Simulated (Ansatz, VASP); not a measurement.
# Hf15TaO32: VASP beside Ansatz

Wanted: the spread between two codes on one cell, functional and k mesh. The structure shown is the end of the VASP relaxation below.

Method: plane waves, with VASP 6.6.1 beside it; single point at PBEsol, in Ansatz 0.2.0.

## (1) The structure

The cell holds 48 atoms: 1 Ta, 15 Hf and 32 O. Its edges and angles: a = 9.447 Å, b = 8.418 Å, c = 9.447 Å, α = 110.8°, β = 113.9°, γ = 108.2°. It derives from HfO2. Nearest the centre at fractional (0.582, 0.492, 0.367): Ta1 at 0.03 Å, O17 at 2.00 Å, O24 at 2.01 Å, O29 at 2.07 Å, O33 at 2.10 Å, O37 at 2.17 Å, O42 at 2.18 Å, O45 at 2.19 Å.

## (2) VASP: relaxation, PBEsol

This run makes the geometry at which the two programs are then compared.

Lines of VASP's logs that name or quote its potential files are left out, and so is its time.

Input file INCAR:

```
SYSTEM = Hf15TaO32
PREC = Normal
ENCUT = 400
EDIFF = 1E-05
NELM = 120
ISMEAR = 0
SIGMA = 0.05
LREAL = Auto
ALGO = Fast
GGA = PS
NBANDS = 168
ISPIN = 2
MAGMOM = 0.6 0 0 0 0 0 0 0 0 0 0 0 0 0 0 0 0.6 0 0 0 0 0 0 0.6 0 0 0 0 0 0 0 0 0.6 0 0 0 0 0 0 0 0 0 0 0 0 0 0 0
LASPH = .TRUE.
LMAXMIX = 4
LORBIT = 11
LWAVE = True
LCHARG = .TRUE.
KPAR = 4
NCORE = 2
IBRION = 2
NSW = 50
ISIF = 2
EDIFFG = -0.03
POTIM = 0.4
MAXMIX = 40
ISYM = 0
```

Input file POSCAR:

```
Hf15TaO32
1.0
   -5.9673531359      5.1550931108      5.2013982443
    4.2103679987     -5.1550931108      5.1530429213
    5.9673531359      5.1550931108     -5.2013982443
Ta Hf O
1 15 32
Direct
    0.5833511600      0.4948766300      0.3673453600
    0.0818768200      0.9923264200      0.3670382700
    0.0818768200      0.4923264200      0.8670382700
    0.5818768200      0.9923264200      0.8670382700
    0.8747118500      0.7576735800      0.8395504000
    0.3747118500      0.2576735800      0.8395504000
    0.3747118500      0.7576735800      0.3395504000
    0.8747118500      0.2576735800      0.3395504000
    0.4181231800      0.5076735800      0.6329617300
    0.9181231800      0.0076735800      0.6329617300
    0.9181231800      0.5076735800      0.1329617300
    0.4197856900      0.0104848600      0.1353597100
    0.1252881500      0.2423264200      0.1604496000
    0.6252881500      0.7423264200      0.1604496000
    0.6252881500      0.2423264200      0.6604496000
    0.1252881500      0.7423264200      0.6604496000
    0.5097565300      0.4628748200      0.1269626100
    0.0048688100      0.9563200200      0.1176422900
    0.0048688100      0.4563200200      0.6176422900
    0.5048688100      0.9563200200      0.6176422900
    0.6613222700      0.7936799800      0.7985487900
    0.1613222700      0.2936799800      0.7985487900
    0.1613222700      0.7936799800      0.2985487900
    0.6634257500      0.2894739600      0.2925420800
    0.4951311900      0.5436799800      0.8823577100
    0.9951311900      0.0436799800      0.8823577100
    0.9951311900      0.5436799800      0.3823577100
    0.4951311900      0.0436799800      0.3823577100
    0.3421796400      0.2045093600      0.1998073100
    0.8386777300      0.7063200200      0.2014512100
    0.8386777300      0.2063200200      0.7014512100
    0.3386777300      0.7063200200      0.7014512100
    0.8561012900      0.7102270900      0.5928292100
    0.3616918800      0.2143103300      0.5947293400
    0.3616918800      0.7143103300      0.0947293400
    0.8616918800      0.2143103300      0.0947293400
    0.3798257000      0.5270430700      0.3915767300
    0.8804190100      0.0356896700      0.3973815500
    0.8804190100      0.5356896700      0.8973815500
    0.3804190100      0.0356896700      0.8973815500
    0.1383081200      0.2856896700      0.4052706600
    0.6356642000      0.7788445300      0.4002835500
    0.6383081200      0.2856896700      0.9052706600
    0.1383081200      0.7856896700      0.9052706600
    0.6233936000      0.4653260400      0.6075175800
    0.1195809900      0.9643103300      0.6026184500
    0.1195809900      0.4643103300      0.1026184500
    0.6195809900      0.9643103300      0.1026184500
```

Input file KPOINTS:

```
Automatic mesh
0
Gamma
2 2 2
0 0 0
```

Potentials, in the order of the species: Ta, Hf and O (PBE family, release 64).

Started as:

```console
$ mpirun -np 8 vasp_std
```

Numbers of over 12 decimals in the logs are rounded to 6 here.

Log:

```text
[banner, memory and clock lines left out]
running    8 mpi-ranks, on    1 nodes
[...]
|                                                                             |
|               ----> ADVICE to this user running VASP <----                  |
|                                                                             |
|     You enforced a specific xc type in the INCAR file but a different       |
|     [... a line on the potential file left out ...]
|     I HOPE YOU KNOW WHAT YOU ARE DOING!                                     |
|                                                                             |

 LDA part: xc-table for (Slater+PW92), standard interpolation
 POSCAR, INCAR and KPOINTS ok, starting setup
[...]
entering main loop
       N       E                     dE             d eps       ncg     rms          rms(c)
DAV:   1     0.122737181214E+04    0.12274E+04   -0.11514E+05  5376   0.116E+03
DAV:   2    -0.478146652875E+03   -0.17055E+04   -0.16473E+04  6712   0.287E+02
[...]
2 F= -.50944713E+03 E0= -.50944408E+03  d E =-.181142E+00  mag=     0.9940
   6 F= -.50952191E+03 E0= -.50952003E+03  d E =-.207795E-01  mag=     0.9994
   7 F= -.50952563E+03 E0= -.50952427E+03  d E =-.245047E-01  mag=     0.9997
   8 F= -.50953305E+03 E0= -.50953227E+03  d E =-.742129E-02  mag=     0.9990
   9 F= -.50953308E+03 E0= -.50953227E+03  d E =-.745271E-02  mag=     0.9991
  10 F= -.50953657E+03 E0= -.50953590E+03  d E =-.348722E-02  mag=     0.9985
  11 F= -.50953657E+03 E0= -.50953591E+03  d E =-.348962E-02  mag=     0.9985
  12 F= -.50953835E+03 E0= -.50953774E+03  d E =-.177870E-02  mag=     0.9990
  13 F= -.50953843E+03 E0= -.50953782E+03  d E =-.185271E-02  mag=     0.9991
  14 F= -.50953977E+03 E0= -.50953920E+03  d E =-.134360E-02  mag=     0.9991
  15 F= -.50953987E+03 E0= -.50953930E+03  d E =-.143884E-02  mag=     0.9990
  16 F= -.50954045E+03 E0= -.50953986E+03  d E =-.587436E-03  mag=     0.9988
  17 F= -.50954046E+03 E0= -.50953986E+03  d E =-.590461E-03  mag=     0.9988
  18 F= -.50954088E+03 E0= -.50954029E+03  d E =-.426407E-03  mag=     0.9988
 trial-energy change:   -0.000426  1 .order   -0.000426   -0.000799   -0.000053
 step:   1.3433(harm=  1.3433)  dis= 0.00208  next Energy=  -509.540884 (dE=-0.428E-03)
 reached required accuracy - stopping structural energy minimisation
 writing wavefunctions
```

From OUTCAR (step 2):

```text
  Total      -23.5751549    -23.0986318    -21.8185569     -1.0920635     -0.2163493     -1.5810530
  in kB      -69.5827638    -68.1762917    -64.3981131     -3.2232576     -0.6385613     -4.6665244
  external PRESSURE =     -67.3857229 kB  Pullay stress =       0.0000000 kB

 POSITION                                       TOTAL-FORCE (eV/Angst)
 -----------------------------------------------------------------------------------
      0.80925      2.33693      3.63622        -0.001169      0.003678      0.000589
      5.87355     -2.80472      3.63715        -0.001240      0.006732      0.001830
      6.75435      2.35728     -1.54683         0.011583     -0.007709      0.003278
      5.87778      2.35360      3.62553        -0.002015     -0.010536     -0.006566
      2.96111      4.90984      4.08654        -0.007543      0.006042      0.017323
      3.86033      4.93426     -1.08651         0.000634      0.002823     -0.014412
      2.97488     -0.22615      4.08554         0.020628      0.004283     -0.003843
     -2.09824      4.92187      4.11531         0.024634      0.001765      0.002099
      3.40906      2.80474      1.49915         0.002169     -0.003542      0.008603
     -1.68592      7.95725      1.52125         0.003566      0.002039     -0.002076
     -2.55147      2.79561      6.69952         0.007259      0.010082      0.014503
     -1.67221      2.80184      1.52932         0.001071      0.001114      0.001266
      1.23329      0.21178      1.05640        -0.004010      0.023139      0.011349
      0.34870      0.22717      6.25249         0.015975      0.007971     -0.005642
[...]
-----------------------------------------------------------------------------------
    total drift:                               -0.076224      0.101405      0.036032

  FREE ENERGIE OF THE ION-ELECTRON SYSTEM (eV)
  ---------------------------------------------------
  free  energy   TOTEN  =      -509.5408824406 eV

  energy  without entropy=     -509.5397063599  energy(sigma->0) =     -509.54029440

 reached required accuracy - stopping structural energy minimisation

 magnetization (x)
# of ion       s       p       d       tot
------------------------------------------
    1        0.008   0.012   0.582   0.602
    2        0.000   0.000   0.002   0.003
    3        0.000   0.001   0.003   0.004
    4        0.000   0.000   0.010   0.011
    5        0.000   0.001   0.025   0.026
    6        0.001   0.001   0.017   0.018
    7        0.000   0.000   0.006   0.006
    8        0.001   0.001   0.030   0.033
    9        0.003   0.001   0.030   0.034
   10        0.001   0.001   0.010   0.011
   11        0.000   0.000   0.003   0.004
   12        0.001   0.000   0.008   0.009
   13        0.001   0.002   0.026   0.029
[...]
--------------------------------------------------
tot          0.021   0.065   0.800   0.886

[... 2 further parts left out ...]
```

The data sets Ta and Hf keep the semicore shell frozen, which is cheaper and a little less accurate.

(Continued in part 2 of 2.)

[Lines on the potential files, build, host, timing and source positions are cut from VASP's logs without a mark.]

[Logs are printed without paths, hosts, clocks, repeated set-up lines and the standing remarks that a program may print on its own settings, such as how far it seeks lower states.]

[Hosts, paths, dates, database ids (printed as entryN), source tags and the programs' standing remarks are cut or masked in the printed files.]
